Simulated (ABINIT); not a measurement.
Crystal: Si2W.

```
CELL_PARAMETERS angstrom
-1.60690 1.60690 3.91495
1.60690 -1.60690 3.91495
1.60690 1.60690 -3.91495
ATOMIC_POSITIONS crystal
W 0.00000 0.00000 0.00000
Si 0.66530 0.66530 0.00000
Si 0.33470 0.33470 0.00000
```

Base run:

| Item | Value |
| --- | --- |
| Program | ABINIT 10.8.3 (patched build) |
| Functional | PBEsol |
| Potentials or basis | JTH PAW PBE v2.0 |
| Cutoff | 435 eV |
| k mesh | 12 × 12 × 12 |
| Occupations | fermi-dirac, width 0.05 eV |
| Spin | no spin polarisation |

Its results: band gap on the k mesh none (metal or under the smearing width); pressure -2.1 GPa; largest force 0.028 eV/Å.

After a change of settings the same cell gave: band gap on the k mesh none (metal or under the smearing width); pressure -3.9 GPa; largest force 0.053 eV/Å. Which change was it?
A. functional from PBEsol to AM05
B. functional from PBEsol to PBE; k mesh from 12 × 12 × 12 to 10 × 10 × 10
C. functional from PBEsol to rPW86PBE
D. functional from PBEsol to PBE; k mesh from 12 × 12 × 12 to 5 × 5 × 5

A.

Caveats: the PAW data sets were made with another functional, which shifts forces and pressure a little.

Not every run made on this cell is shown here.
